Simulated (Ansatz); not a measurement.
## 2H-MoTe2 bilayer (2H stacking) in a perpendicular field

Wanted: the out-of-plane response of the 2H-MoTe2 bilayer (2H stacking). A positive field points along +c.

Calculated with Ansatz 0.2.0; plane-wave DFT, PBE-D3(BJ), Ansatz PAW.

This is a report of a sequence of runs, with most program output left out.

## 1. Set-up

The cell holds 6 atoms: 4 Te and 2 Mo. Its edges and angles: a = 3.550 Å, b = 3.550 Å, c = 52.648 Å, α = 90.0°, β = 90.0°, γ = 120.0°. Regions: layer 1: 2H-MoTe2, 3 atoms (2 Te and 1 Mo); layer 2: 2H-MoTe2, 3 atoms (2 Te and 1 Mo). Vacuum lies along c.

## 2. Relaxation

The starting cell is a guess, so the in-plane lattice and the atoms are relaxed first, with the slab cut off from its images along the normal.

File input.yaml:

```yaml
crystal:
  lattice:
    - [3.55, 0.0, 0.0]
    - [-1.775, 3.0743901834, 0.0]
    - [0.0, 0.0, 52.6482052597]
  atoms:
    - { symbol: Te, position: [0.3333333333, 0.6666666667, 0.3969745958] }
    - { symbol: Mo, position: [0.0, 0.0, 0.432817248] }
    - { symbol: Te, position: [0.3333333333, 0.6666666667, 0.4686599003] }
    - { symbol: Te, position: [0.0, 0.0, 0.5313400997] }
    - { symbol: Mo, position: [0.3333333333, 0.6666666667, 0.567182752] }
    - { symbol: Te, position: [0.0, 0.0, 0.6030254042] }
  periodic: [true, true, false]
kpoints:
  mp_grid: { grid: [12, 12, 1] }
hamiltonian:
  xc: pbe
  dispersion: d3bj
scf:
  occupations: { method: fermi_dirac, width: 0.05 }
  convergence: { dr2_threshold: 1.0e-09 }
relax:
  f_tol: 0.004
  max_steps: 90
  cell: {}
output:
  write_potential: true
  write_density: true
  volumetric_format: npy
```

Launch:

```
$ ansatz run input.yaml --threads 4 --pin off --max-ram 8192MiB --backend cpu --events-out ev --progress --plain --runs-dir out
```

Elapsed: 53 s, on 4 threads of AMD EPYC 9R14 (Zen 4), shared host; peak memory 1.4 GiB.

Relaxation path:

```tsv
step	energy less that of the first step (eV)	largest force component (eV/Å)	volume (Å³)
1	0.0000	1.0774	574.61
2	0.1568	1.7662	562.37
3	-0.2155	0.2394	560.08
4	-0.2286	0.0152	558.10
5	-0.2287	0.0139	558.73
6	-0.2288	0.0124	558.44
7	-0.2288	0.0012	558.63
8*	-0.2280	0.0012	558.63
```

Relaxation steps marked * repeat the geometry before them on a plane-wave basis chosen anew for their cell, so energy and pressure can jump there. Relaxation step 2 was tried and not accepted.

The run keeps the 12 symmetry operations that it works with, so distortions that break them were not tested.

```tsv
cell as run	before	after	change
a (Å)	3.550	3.500	-1.4 %
b (Å)	3.550	3.500	-1.4 %
```

The atoms that moved most (Å, along periodic axes as changes of fractional coordinates times the final cell, across vacuum about the mean position):

```tsv
atom	dx	dy	dz	length
Te6	0.000	0.000	-0.182	0.182
Te1	0.000	0.000	0.182	0.182
Mo2	0.000	0.000	0.111	0.111
Mo5	0.000	0.000	-0.111	0.111
Te4	0.000	0.000	-0.042	0.042
Te3	0.000	0.000	0.042	0.042
```

The relaxed structure:

```xyz
6
Lattice="3.5003 0.0000 0.0000 -1.7502 3.0314 0.0000 0.0000 0.0000 52.6482" Properties=species:S:1:pos:R:3
Te    0.0000    2.0209   21.0816
Mo    0.0000    0.0000   22.8980
Te    0.0000    2.0209   24.7162
Te    0.0000    0.0000   27.9320
Mo    0.0000    2.0209   29.7502
Te    0.0000    0.0000   31.5666
```

The lattice constant a goes from 3.550 to 3.500 Å.

## 3. Atoms held, field 0, start network

A sawtooth potential applies the field, turning back in the middle of the vacuum. With the dipole correction the typed value is the field outside the slab. The induced dipole is small, so the SCF threshold is tight.

The cell differs from the one that the last finished run ended in (c 52.648 → 28.485 Å).

File input.yaml:

```yaml
crystal:
  lattice:
    - [3.5003073275, 0.0, 0.0]
    - [-1.7501536638, 3.0313550667, 0.0]
    - [0.0, 0.0, 28.4849415547]
  atoms:
    - { symbol: Te, position: [0.3333333333, 0.6666666667, 0.3159564145] }
    - { symbol: Mo, position: [0.0, 0.0, 0.3797222732] }
    - { symbol: Te, position: [0.3333333333, 0.6666666667, 0.4435520994] }
    - { symbol: Te, position: [0.0, 0.0, 0.5564479006] }
    - { symbol: Mo, position: [0.3333333333, 0.6666666667, 0.6202777268] }
    - { symbol: Te, position: [0.0, 0.0, 0.6840435855] }
kpoints:
  mp_grid: { grid: [18, 18, 1] }
  band_path:
    path: [[0, 0, 0], [0.5, 0, 0], [0.33333333, 0.33333333, 0], [0, 0, 0]]
    npoints: 16
hamiltonian:
  xc: pbe
  dispersion: d3bj
scf:
  occupations: { method: fermi_dirac, width: 0.02585 }
  convergence: { dr2_threshold: 1.0e-10 }
efield:
  axis: 3
  dipole_correction: true
  ramp_position: 0.97
  ramp_width: 0.06
  amplitude: 0
output:
  dos: { projected: true, e_range: [-6, 5] }
  write_potential: true
  write_density: true
  volumetric_format: npy
  elf: true
```

The job ended after 20 s (4 threads; peak memory 1.1 GiB).

Numbers from this step:

| Property | Result |
| --- | --- |
| dipole along the normal | 1.78e-6 e·Å |
| gap along the path | 0.8303 eV |
| smallest direct gap along the path | 1.141 eV |
| ionisation energy, upper face | 4.668 eV |
| electron affinity, upper face | 3.838 eV |
| gap, the smaller of path and mesh | 0.8303 eV |

Running mean over a fixed 2.5 Å (it still follows the layers) of the planar mean; the ramp of the sawtooth is left out. Table of electron's electrostatic potential energy less the Fermi level by z:

```tsv
z (Å)	electron's electrostatic potential energy less the Fermi level (eV)
4	4.26
5	4.25
6	4.18
7	3.05
8	0.560
9	-2.94
10	-7.42
11	-8.80
12	-6.00
13	-1.66
14	-0.348
15	-0.252
16	-3.65
17	-7.90
18	-8.63
19	-5.31
20	-1.04
21	1.60
22	3.97
23	4.24
24	4.26
25	4.26
```

The density of states has structure finer than the step of the table below, so its rows give means over 0.25 eV, whole bins alone (the curve runs from -6 to 2.41 eV). Peaks (eV: height): -4.070: 12.1, -3.770: 19.9, -1.810: 11.3, -1.260: 11.0, -0.900: 10.9, 1.030: 13.8, 1.200: 21.1.

The density of states by energy, zero at the Fermi level of the run, which the smearing sets inside the gap; means over each step:

energy (eV), density of states (states/eV a cell) and a bar:
```
    -5.75        2.4 #######
    -5.50        3.2 ##########
    -5.25        7.5 ######################
    -5.00        4.5 #############
    -4.75        3.4 ##########
    -4.50        2.3 #######
    -4.25        3.4 ##########
    -4.00        5.5 ################
    -3.75        6.8 ####################
    -3.50        4.0 ############
    -3.25        5.7 #################
    -3.00        5.4 ################
    -2.75        4.7 ##############
    -2.50        4.2 #############
    -2.25        7.9 ########################
    -2.00        7.2 #####################
    -1.75        7.4 ######################
    -1.50        6.0 ##################
    -1.25        5.4 ################
    -1.00        6.8 ####################
    -0.75        4.7 ##############
    -0.50        0.8 ###
    -0.25        0.0 
     0.00        0.0 
     0.25        0.0 
     0.50        1.4 ####
     0.75        4.7 ##############
     1.00        8.4 #########################
     1.25       10.1 ##############################
     1.50        6.8 ####################
     1.75        5.3 ################
     2.00        5.2 ###############
     2.25        3.0 #########
```

Projected DOS per atom over height of the atomic layer and energy from the Fermi level. Layers: Te Mo Te Te Mo Te from below.

Ten even steps from '_' (0.00 states/eV) to '@' (3.20 states/eV), each cell a mean:
```
............
..--::::--..
::**....**::
::@@....@@::
__==____==__
____________
____________
____________
..==....==..
..==....==..
::==::::==::
--++----++--
::==----==::
..--....--..
::--::::--::
::::::::::::
--::----::--
....::::....
............
--::----::--
::..----..::
..__....__..
```
Columns: height of the atomic layer (Å) from 9 to 19.5 (not evenly spaced); rows upwards: energy from the Fermi level (eV) from -5.96 to 2.41.

Electronic bands along the path, in eV, zero at the Fermi level of the run, which the smearing sets inside the gap:

```tsv
point	band 43	band 44	band 45	band 46	band 47	band 48	band 49	band 50
Γ	-1.38	-1.38	-1.29	-0.41	2.54	2.54	2.65	2.65
halfway	-1.54	-1.49	-1.45	-1.31	0.85	1.13	1.53	1.61
M	-1.39	-1.37	-0.90	-0.70	0.91	0.95	1.14	1.35
halfway	-2.39	-2.17	-0.85	-0.69	0.86	0.94	1.38	1.55
K	-2.36	-2.36	-0.67	-0.51	0.63	0.63	0.91	1.50
halfway	-1.49	-1.40	-1.17	-1.08	0.51	0.92	1.25	1.32
Γ	-1.38	-1.38	-1.29	-0.41	2.54	2.54	2.65	2.65
```

Valence density in the ca plane at fractional y = 0.667, with atoms of Te and Mo within 0.2 Å of it. It is the smooth field of the valence electrons, not physical close to the nuclei.

Ten steps, logarithmic in the rise over the least value, from '0' (0 e/Å³) to '9' (15 e/Å³), each cell a mean:
```
00000000000000000011112222221111100112332221
00000000000000000011111233221111000112332211
00000000000000000112222222222221100012222222
00000000000000001234432222223443210011222234
00000000000000001357863211235786321001112357
00000000000000002379984211237998421000112478
00000000000000001369974211236897421000112468
00000000000000001245643221224564311001122246
00000000000000000122322222222332110011222223
```
Columns run along c (16.0 Å, from fractional 0.07 to 0.63 of the cell), rows up along a (3.5 Å). Atoms in or near the plane, at fractional coordinates: Te at (0.32, 0.33), Te at (0.44, 0.33), Mo at (0.62, 0.33).

ELF in the ca plane at fractional y = 0.667, with atoms of Te and Mo within 0.2 Å of it. It is the smooth field of the valence electrons, not physical close to the nuclei.

Ten even steps from '0' (0.00) to '9' (0.84), each cell a mean:
```
00000000000000001234443222224443211377656643
00000000000000000112332123212332101477656653
00000000000000124566664222235665521267666532
00000000000002478875556522366556762135565334
00000000000014799852135532454214784101343368
00000000000025899730014532442001686100122486
00000000000025899740024532453002685101232377
00000000000013689864346532465445773113454347
00000000000001246776666322356666741246666422
```
Columns run along c (16.0 Å, from fractional 0.07 to 0.63 of the cell), rows up along a (3.5 Å). Atoms in or near the plane, at fractional coordinates: Te at (0.32, 0.33), Te at (0.44, 0.33), Mo at (0.62, 0.33).

Electrostatic potential energy in the ca plane at fractional y = 0.667, with atoms of Te and Mo within 0.2 Å of it. With pseudopotentials it is smooth inside the atoms' cores, unlike the true potential.

Ten even steps from '0' (-17 eV) to '9' (19 eV), each cell a mean:
```
77777777777777666665555433455556666654223555
77777777777777666666665422355666666653113566
77777777777777666654455443455445666654334555
77777777777777666520014555542001466665555420
77777777777777665216731456521683156666665200
77777777777777665159980456515998146666665100
77777777777777665149960456513997046666665100
77777777777777666412302555530231256666555300
77777777777777666542235544554223566665445543
```
Columns run along c (16.0 Å, from fractional 0.07 to 0.63 of the cell; values clipped at the 3rd and 97th percentile), rows up along a (3.5 Å). Atoms in or near the plane, at fractional coordinates: Te at (0.32, 0.33), Te at (0.44, 0.33), Mo at (0.62, 0.33).

The gap is 0.83 eV, with the valence edge 4.67 eV and the conduction edge 3.84 eV under the upper vacuum level. Spin-orbit coupling, left out in this run, matters for the bands of elements this heavy.

## 4. Atoms held, field 0.05 V/Å

Changes to input.yaml since step 3:

```diff
@@ -28,5 +28,4 @@
   ramp_width: 0.06
-  amplitude: 0
+  amplitude: 0.05
 output:
-  dos: { projected: true, e_range: [-6, 5] }
   write_potential: true
@@ -34,2 +33 @@
   volumetric_format: npy
-  elf: true
```

Run time: 20 s. Hardware: 4 threads; peak memory 1.1 GiB; 79 s of CPU time.

The dipole is 0.0371 e·Å, and the gap 0.830 eV.

## 5. Single point, field -0.05 V/Å

Changes to input.yaml since step 4:

```diff
@@ -28,3 +28,3 @@
   ramp_width: 0.06
-  amplitude: 0.05
+  amplitude: -0.05
 output:
```

Wall time 21 s (4 threads); peak memory 1.1 GiB; 80 s of CPU time.

The dipole is -0.0371 e·Å, and the gap 0.830 eV.

## 6. Single point, field 0.1 V/Å

Changes to input.yaml since step 5:

```diff
@@ -26,5 +26,5 @@
   dipole_correction: true
-  ramp_position: 0.97
-  ramp_width: 0.06
-  amplitude: -0.05
+  ramp_position: 0.9677
+  ramp_width: 0.0646
+  amplitude: 0.1
 output:
```

Run time: 21 s. Hardware: 4 threads; peak memory 1.1 GiB; 83 s of CPU time.

The dipole is 0.0742 e·Å, and the gap 0.828 eV.

## 7. Single point, field -0.1 V/Å

Changes to input.yaml since step 6:

```diff
@@ -28,3 +28,3 @@
   ramp_width: 0.0646
-  amplitude: 0.1
+  amplitude: -0.1
 output:
```

Wall time 22 s (4 threads); peak memory 1.1 GiB.

The dipole is -0.0742 e·Å, and the gap 0.828 eV.

## 8. Atoms held, field 0.2 V/Å

Changes to input.yaml since step 7:

```diff
@@ -28,3 +28,3 @@
   ramp_width: 0.0646
-  amplitude: -0.1
+  amplitude: 0.2
 output:
```

Elapsed: 22 s, on 4 threads; peak memory 1.1 GiB; 83 s of CPU time.

The dipole is 0.148 e·Å, and the gap 0.822 eV.

## 9. Atoms held, field -0.2 V/Å

Changes to input.yaml since step 8:

```diff
@@ -28,3 +28,3 @@
   ramp_width: 0.0646
-  amplitude: 0.2
+  amplitude: -0.2
 output:
```

The job ended after 20 s (4 threads; peak memory 1.1 GiB; 77 s of CPU time).

The dipole is -0.148 e·Å, and the gap 0.822 eV.

## 10. Atoms held, field 0.3 V/Å

Changes to input.yaml since step 9:

```diff
@@ -26,5 +26,5 @@
   dipole_correction: true
-  ramp_position: 0.9677
-  ramp_width: 0.0646
-  amplitude: -0.2
+  ramp_position: 0.9652
+  ramp_width: 0.0696
+  amplitude: 0.3
 output:
```

The job ended after 21 s (4 threads; peak memory 1.1 GiB; 80 s of CPU time).

The dipole is 0.223 e·Å, and the gap 0.813 eV.

## 11. Atoms held, field -0.3 V/Å

Changes to input.yaml since step 10:

```diff
@@ -28,3 +28,3 @@
   ramp_width: 0.0696
-  amplitude: 0.3
+  amplitude: -0.3
 output:
```

It took 22 s on 4 threads; peak memory 1.1 GiB.

The dipole is -0.223 e·Å, and the gap 0.813 eV.

## 12. Single point, field 0.4 V/Å

Changes to input.yaml since step 11:

```diff
@@ -26,5 +26,5 @@
   dipole_correction: true
-  ramp_position: 0.9652
-  ramp_width: 0.0696
-  amplitude: -0.3
+  ramp_position: 0.9326
+  ramp_width: 0.1348
+  amplitude: 0.4
 output:
```

Wall time 22 s (4 threads); peak memory 1.1 GiB.

The dipole is 0.297 e·Å, and the gap 0.800 eV.

## 13. Single point, field -0.4 V/Å

Changes to input.yaml since step 12:

```diff
@@ -28,3 +28,3 @@
   ramp_width: 0.1348
-  amplitude: 0.4
+  amplitude: -0.4
 output:
```

Elapsed: 23 s, on 4 threads; peak memory 1.1 GiB; 89 s of CPU time.

The dipole is -0.297 e·Å, and the gap 0.800 eV.

## 14. Response, atoms held

This step: plane-wave DFT, PBE-D3(BJ), Ansatz PAW; response to a field along the normal, atoms held (Ansatz 0.2.0).

The dipoles give the slope, and the difference of two potentials shows where the field is screened.

This step gave:

* equivalent conductor thickness p/(ε₀AE): 12.65 Å
* distance between the outer atoms: 10.48 Å

The dipole of the cell by applied field:

```tsv
applied field (V/Å)	dipole of the cell (e·Å)
-0.400	-0.297
-0.300	-0.223
-0.200	-0.148
-0.100	-0.0742
-0.050	-0.0371
0.000	1.8e-6
0.050	0.0371
0.100	0.0742
0.200	0.148
0.300	0.223
0.400	0.297
```

Local field over the applied field, running mean. From the potentials at -0.05 and 0.05 V/Å; running mean over 2.8 Å. The local field over applied field by z:

z (Å), local field over applied field and a bar:
```
        5      0.988 ##############################
        6      0.922 ############################
        7      0.695 #####################
        8      0.378 ###########
        9      0.117 ###
       10      0.037 
       11      0.026 
       12      0.041 
       13      0.102 ##
       14      0.154 ####
       15      0.136 ###
       16      0.063 #
       17      0.031 
       18      0.027 
       19      0.060 #
       20      0.233 ######
       21      0.543 ################
       22      0.835 #########################
       23      0.969 #############################
       24      0.996 ##############################
```

Electrons, planar mean, per unit field. Induced electron density against z:

```tsv
z (Å)	induced electron density (e/Å³ per V/Å)
5	4.8e-5
6	3.4e-4
7	0.00182
8	0.00291
9	6.8e-4
10	-4.2e-4
11	2.5e-4
12	-8.3e-5
13	-6.4e-4
14	-6.6e-4
15	9.8e-4
16	3.3e-4
17	-2.7e-4
18	2.2e-4
19	-3.2e-4
20	-8.9e-4
21	-0.00310
22	-8.0e-4
23	-1.3e-4
24	-1.6e-5
```

The smaller of the gaps on the path and on the k-mesh, counted as 0 under 0.03 eV. The gap by applied field:

```tsv
applied field (V/Å)	gap (eV)
-0.400	0.800
-0.300	0.813
-0.200	0.822
-0.100	0.828
-0.050	0.830
0.000	0.830
0.050	0.830
0.100	0.828
0.200	0.822
0.300	0.813
0.400	0.800
```

By hand: between -0.05 and 0.05 V/Å the dipole changes by 0.07419 e·Å, a slope of 0.7419 e·Å²/V. A perfect conductor of thickness t has p = ε₀AEt, so t = 180.95 × 0.7419 / 10.611 = 12.65 Å (e/ε₀ = 180.95 V·Å, A in Å²).

The induced dipole is that of a conductor 12.65 Å thick.

## 15. Results

```json
{"gap without field": "0.830 eV", "ionisation energy, upper face": "4.67 eV", "electron affinity, upper face": "3.84 eV", "equivalent conductor thickness, atoms held": "12.7 Å"}
```

In words: The induced dipole equals that of a perfect conductor 12.65 Å thick, while the outer atoms lie 10.48 Å apart; an out-of-plane ε follows only once a thickness t is chosen, by 1 − 1/ε = 12.65 Å / t. The gap goes from 0.83 eV to 0.80 eV at -0.4 V/Å. Semilocal functionals give gaps that are too small, and excitons are not included. Spin-orbit coupling is left out, which matters for the bands of elements this heavy.

[Logs are printed without paths, hosts, clocks, repeated set-up lines and the standing remarks that a program may print on its own settings, such as how far it seeks lower states.]

[Hosts, paths, dates, database ids (printed as entryN), source tags and the programs' standing remarks are cut or masked in the printed files.]

[Maps of the electrostatic potential energy from Ansatz leave out the sawtooth potential of an applied field or a dipole correction, so their vacuum need not be flat; planar profiles and work functions include it.]

[The density of states shown here was stored with 400 of the rows of the run's finer table, so its peaks can read low, often by over a quarter, or be missed, and its means over a window can be off by a tenth or more.]
